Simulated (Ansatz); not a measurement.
`[Br][AlH][Br]` + `F[C](F)F`• → `[Br][Al][Br]`• + `FC(F)F`  (hydrogen abstraction from the Al–H bond)

Program: Ansatz. Geometries: PBE0-D4/def2-TZVP. ΔE: electronic, gas phase. CCSD(T)/CBS is the MP2 limit (def2-TZVPP, def2-QZVPP) plus CCSD(T) − MP2 in def2-TZVPP, frozen cores. This one scheme is used for every species. Functionals use def2-TZVPP. HSE06 is defined as in plane-wave codes. Open shells (•) are unrestricted, without spin–orbit coupling. For Br outer-core shells are correlated without core-valence functions, which leaves a few kJ/mol of doubt a bond. Scalar relativity is left out up to krypton.

`[Br][AlH][Br]`:

```xyz
4

Br   -0.922    1.648   -1.036
Al   -0.072   -0.165   -0.029
Br    1.682    0.100    1.341
H    -0.688   -1.583   -0.276
```

`F[C](F)F`•:

```xyz
4

F    -1.238    0.100   -0.188
C     0.043   -0.184   -0.227
F     0.430   -0.805    0.863
F     0.765    0.890   -0.449
```

`[Br][Al][Br]`•:

Z-matrix (Å, degrees):
```
Al
Br 1 2.266
Br 1 2.266 2 119.1
```

`FC(F)F`:

```xyz
5

F     0.735   -1.083    0.086
C     0.031    0.045    0.025
F    -0.225    0.315   -1.253
F    -1.126   -0.144    0.657
H     0.586    0.866    0.484
```

```
             level  ΔE (kcal/mol)
            B97M-V          -24.6
               PBE          -27.9
           r2SCAN0          -25.7
             HSE06          -27.6
     HF/def2-TZVPP          -22.3
SCS-MP2/def2-TZVPP          -28.1
     HF/def2-QZVPP          -22.1
SCS-MP2/def2-QZVPP          -28.1
```

What does CCSD(T)/CBS give? (An estimate is asked.)

Ansatz gave: -27.3 kcal/mol. The listed levels differ from it by 2.7, -0.6, 1.6, -0.3, 5.0, -0.8, 5.2, -0.8 kcal/mol.

Largest T1 diagnostic among the species: 0.014.

At CCSD(T), def2-SVP lies +1.5 kcal/mol from the extrapolated value and def2-TZVPP +0.0 kcal/mol. Leaving LDA and LC-ωPBE aside and taking each functional with its dispersion term where it has one, the values, not all of them listed here, spread over 3.4 kcal/mol, from PBE-D4 to B97M-V. LDA lies −2.9 kcal/mol from PBE without D4.

CCSD(T)/CBS has its own doubt, a few kJ/mol and more with outer-core shells, so smaller differences from it don't rank the levels.
